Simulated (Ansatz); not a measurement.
**Cu (Fm-3m): surface slab in Python**

Wanted for Cu (Fm-3m): a surface slab.

Program: Ansatz 0.2.0, driven from Python. Level of theory: DFT PBE, plane waves, PAW. These are calculated values, not measurements.

### 1 The system

The structure is cubic, space group Fm-3m (No. 225). Conventional cell: a = 3.615 Å, b = 3.615 Å, c = 3.615 Å, α = 90.00°, β = 90.00°, γ = 90.00°. Cu (site symmetry m-3m) is surrounded by 12 Cu at 2.56 Å.

The script reads POSCAR_cu:

```text
Cu
1.0
   0.00000000    1.80750000    1.80750000
   1.80750000    0.00000000    1.80750000
   1.80750000    1.80750000    0.00000000
Cu
1
Direct
   0.00000000    0.00000000    0.00000000
```

### 2 The script

The input, slab_cu.py:

```python
# -*- coding: utf-8 -*-
'''Cutting and solving a surface of Cu.'''

import warnings

import ansatz as az
from ase.build import surface
from ase.io import read
import numpy as np

SETTINGS = {
    'xc': 'pbe',
    'occupations': 'Marzari-Vanderbilt',
}

warnings.simplefilter('ignore', az.DeckWarning)

atoms = read('POSCAR_cu', format='vasp')
# the plane is named in the basis of this cell
slab = surface(atoms, (0, 1, 0), 6, vacuum=6.0)
slab.pbc = True

print(slab.get_chemical_formula(), 'area {:.3f} A^2, cell height {:.2f} A'.format(np.linalg.norm(np.cross(slab.cell[0], slab.cell[1])), slab.cell[2, 2]))


def settings(structure):
    return (
        az.Crystal.from_ase(structure).calculation()
        .functional(SETTINGS['xc'])
        .occupations(SETTINGS['occupations'])
    )


model = (
    settings(slab)
    .kpoints(9, 9, 1)
    .electric_field(axis=3, dipole_correction=True)
    .relax(force_tolerance=0.03, max_steps=30)
)
res = model.run()
summary = res.report

print(f'slab free energy {summary["free_energy_ev"]:.4f} eV, Fermi level {summary["fermi_energy_ev"]:.3f} eV')
for key, value in summary['work_function'].items():
    if isinstance(value, float):
        print(f'{key:34s} {value:12.5f}')

# two faces, so half the excess energy for each
bulk = settings(atoms).kpoints(12, 12, 12).run().report
excess = summary['free_energy_ev'] - bulk['free_energy_ev'] * len(slab) / len(atoms)
area = np.linalg.norm(np.cross(slab.cell[0], slab.cell[1]))
print(f'mean surface energy {excess / (2 * area) * 16.02177:.3f} J/m^2 ({1000 * excess / (2 * area):.1f} meV/A^2)')

print('atom   z before  z after (A)')
for atom, site in zip(slab, res.lattice.sites):
    print(f'{atom.symbol:3s} {atom.z:9.3f} {site.position_ang[2]:9.3f}')
```

### 3 What the engine is handed

The package turns the script's settings into the engine's input (first run):

```yaml
crystal:
  lattice:
    - [2.5561910139893693, 0.0, 0.0]
    - [1.2780955069946849, 2.213726355040297, 0.0]
    - [0.0, 0.0, 22.43560611560249]
  atoms:
    - { symbol: Cu, position: [0.0, 0.0, 0.267432043916451] }
    - { symbol: Cu, position: [0.3333333333333334, 0.33333333333333326, 0.36045922634987054] }
    - { symbol: Cu, position: [0.6666666666666669, 0.6666666666666665, 0.45348640878329016] }
    - { symbol: Cu, position: [1.871689663087764e-16, 0.9999999999999998, 0.5465135912167098] }
    - { symbol: Cu, position: [0.3333333333333337, 0.33333333333333304, 0.6395407736501293] }
    - { symbol: Cu, position: [0.6666666666666674, 0.6666666666666665, 0.7325679560835491] }
kpoints:
  mp_grid:
    grid: [9, 9, 1]
hamiltonian:
  xc: pbe
efield:
  axis: 3
  dipole_correction: true
scf:
  occupations:
    method: cold
relax:
  f_tol: 0.03
  max_steps: 30
```

### 4 Launch

Run with:

```
$ python slab_cu.py
```

What it wrote:

```text
Cu6 area 5.659 A^2, cell height 22.44 A
RunWarning: efield: at this solve's end the planar-averaged density reaches 1.09e-4 e/Å³ inside the ramp window [0.9054, 0.0946] (bound 1e-5 e/Å³), and -5.66e-5 e/Å³ on another of its planes; by the running means of the window's planes the mean density over a ramp is at most 8.62e-5 e/Å³, which is held to the bound (the quickstart, § The vacuum guard, A window that rings); the window's nearer [...]
slab free energy -39750.1859 eV, Fermi level 7.232 eV
ramp_position                           0.95000
ramp_width                              0.10000
amplitude_v_ang                         0.00000
dipole_field_v_ang                     -0.00000
dipole_moment_e_ang                    -0.00000
phi_plus_ev                             4.90623
phi_minus_ev                            4.90658
vacuum_level_plus_ev                   12.13837
vacuum_level_minus_ev                  12.13872
flatness_plus_ev_ang                    0.00808
flatness_minus_ev_ang                   0.00549
ramp_density_extremum_e_ang3            0.00012
ramp_density_minimum_e_ang3            -0.00007
ramp_density_bound_e_ang3               0.00001
ramp_density_effective_e_ang3           0.00009
plane_spacing_ang                       0.14957
mean surface energy 1.179 J/m^2 (73.6 meV/A^2)
atom   z before  z after (A)
Cu      6.000     5.984
Cu      8.087     8.060
Cu     10.174    10.166
Cu     12.261    12.270
Cu     14.348    14.376
Cu     16.436    16.451
```

(Warnings from the package without file and line, shortened, repeats left out.)

It took 26 s on 1 thread of Arm Neoverse V1, shared host; peak memory 0.49 GiB.

### 5 Inputs of later runs

The engine's inputs for the other runs:

Run 2, against run 1:

```diff
@@ -3,3 +3,3 @@
-    - [2.5561910139893693, 0.0, 0.0]
-    - [1.2780955069946849, 2.213726355040297, 0.0]
-    - [0.0, 0.0, 22.43560611560249]
+    - [0.0, 1.8075, 1.8075]
+    - [1.8075, 0.0, 1.8075]
+    - [1.8075, 1.8075, 0.0]
@@ -7,6 +7 @@
-    - { symbol: Cu, position: [0.0, 0.0, 0.267432043916451] }
-    - { symbol: Cu, position: [0.3333333333333334, 0.33333333333333326, 0.36045922634987054] }
-    - { symbol: Cu, position: [0.6666666666666669, 0.6666666666666665, 0.45348640878329016] }
-    - { symbol: Cu, position: [1.871689663087764e-16, 0.9999999999999998, 0.5465135912167098] }
-    - { symbol: Cu, position: [0.3333333333333337, 0.33333333333333304, 0.6395407736501293] }
-    - { symbol: Cu, position: [0.6666666666666674, 0.6666666666666665, 0.7325679560835491] }
+    - { symbol: Cu, position: [0.0, 0.0, 0.0] }
@@ -15 +10 @@
-    grid: [9, 9, 1]
+    grid: [12, 12, 12]
@@ -18,3 +12,0 @@
-efield:
-  axis: 3
-  dipole_correction: true
@@ -24,3 +15,0 @@
-relax:
-  f_tol: 0.03
-  max_steps: 30
```

### 6 Run by run

The 2 runs, in the order started:

```csv
run,kind of run,system,space group at the end,k mesh,efield.axis,efield.dipole_correction,energy from run 2 (meV/atom),SCF cycles in all,CPU time (s)
1,relaxation,Cu (6 atoms),P-3m1,"[9, 9, 1]",3,yes,138.76,21,24
2,single point,Cu (1 atom),Fm-3m,"[12, 12, 12]",not set,not set,0.00,4,0.6
```

Energies are free energies F = E - TS of the smeared occupations. 

### 7 How the relaxation of run 1 went

Step by step:

```csv
step,E - E(step 1) (eV/cell),largest force component (eV/Å)
1,0.0000,0.1183
2,-0.0017,0.0702
3,-0.0026,0.0011
```

Step 1 is the start.

### 8 Work function (run 1)

z (Å), potential (eV) and a bar:
```
      0.0      12.14 ##############################
      0.4      12.14 ##############################
      1.0      12.14 ##############################
      1.5      12.14 ##############################
      2.1      12.14 ##############################
      2.5      12.13 ##############################
      3.1      12.11 ##############################
      3.6      12.05 ##############################
      4.2      11.71 #############################
      4.6      10.80 ############################
      5.2       4.95 ####################
      5.7      -6.99 ####
      6.3      -7.03 ####
      6.7       4.45 ###################
      7.3       3.92 ###################
      7.8      -7.61 ###
      8.2      -9.28 
      8.8       4.68 ####################
      9.3       6.58 ######################
      9.9      -7.42 ###
     10.3      -9.45 
     10.9       4.42 ###################
     11.4       6.69 ######################
     12.0      -7.21 ###
     12.4      -9.55 
     13.0       4.19 ###################
     13.5       6.80 #######################
     14.1      -6.93 ####
     14.5      -9.62 
     15.0      -0.01 #############
     15.6       6.69 ######################
     16.0      -3.53 ########
     16.6      -9.18 #
     17.1       0.91 ###############
     17.6      10.17 ###########################
     18.1      11.52 #############################
     18.7      12.00 ##############################
     19.1      12.10 ##############################
     19.7      12.13 ##############################
     20.2      12.14 ##############################
     20.8      12.14 ##############################
     21.2      12.14 ##############################
     21.8      12.14 ##############################
     22.3      12.14 ##############################
```

The table samples the curve, which swings with the atomic planes.

Vacuum levels 12.138 and 12.139 eV, Fermi level 7.232 eV.

### 9 What came out

| quantity | value |
| --- | --- |
| mean surface energy | 1.179 J/m² |
| runs compared | 2 |
| moves of the relaxation of run 1 | 2 |
| energy gained in run 1 | 0.4 meV/atom |
| last largest force component of run 1 | 0.0011 eV/Å |
| vacuum level less Fermi level, upper / lower face (run 1) | 4.91 / 4.91 eV |

Miller indices refer to the cell that the script starts from. The surface energy is the mean of both faces of a thin slab, not converged with thickness. Run 1: The relaxation took 2 moves; the largest shift is 0.027 Å. Both faces give the same value. Spin is left out of this run. The density doesn't vanish in the vacuum (a short gap or a low cutoff), which blurs the vacuum level. The mesh is modest for a metal, so energies can be off by several to tens of meV an atom and pressures by half a GPa or more; differences at equal mesh fare better. The zero of the levels is a convention of the potentials, so an absolute Fermi energy is no work function. The slab is thin and cut from the structure as given; a cut can leave two unlike or polar faces, and the surface energy is then their mean. Miller indices refer to the vectors of the cell as typed, and the lattice isn't relaxed for this functional, so relaxation and surface energy can hold strain.
